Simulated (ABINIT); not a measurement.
Crystal: CaO.

```
CELL_PARAMETERS angstrom
0.00000 2.40356 2.40356
2.40356 0.00000 2.40356
2.40356 2.40356 0.00000
ATOMIC_POSITIONS crystal
Ca 0.00000 0.00000 0.00000
O 0.50000 0.50000 0.50000
```

The cell is a database's computed one.

Base run:

| Item | Value |
| --- | --- |
| Program | ABINIT 10.8.3 (patched build) |
| Functional | WC |
| Potentials or basis | JTH PAW PBE v2.0 |
| Cutoff | 626 eV |
| k mesh | 10 × 10 × 10 |
| Occupations | fermi-dirac, width 0.05 eV |
| Spin | no spin polarisation |

Its results: band gap on the k mesh 3.56 eV, indirect (least direct gap 3.94 eV); pressure -3.0 GPa.

Task: After a change of settings the same cell gave: band gap on the k mesh 3.66 eV, indirect (least direct gap 4.03 eV); pressure 1.3 GPa. Which change was it?
A. functional from WC to LDA; potentials or basis from JTH PAW PBE v2.0 to JTH PAW LDA v2.0
B. functional from WC to PBE; potentials or basis from JTH PAW PBE v2.0 to PseudoDojo NC SR PBE v0.5 standard; cutoff from 626 eV to 1143 eV
C. functional from WC to PBEsol; potentials or basis from JTH PAW PBE v2.0 to PseudoDojo NC SR PBEsol v0.4.1 standard; cutoff from 626 eV to 1143 eV
D. functional from WC to PBEsol; k mesh from 10 × 10 × 10 to 13 × 13 × 13

Result: B.

Caveats: the PAW data sets were made with another functional, which shifts forces and pressure a little (some runs).
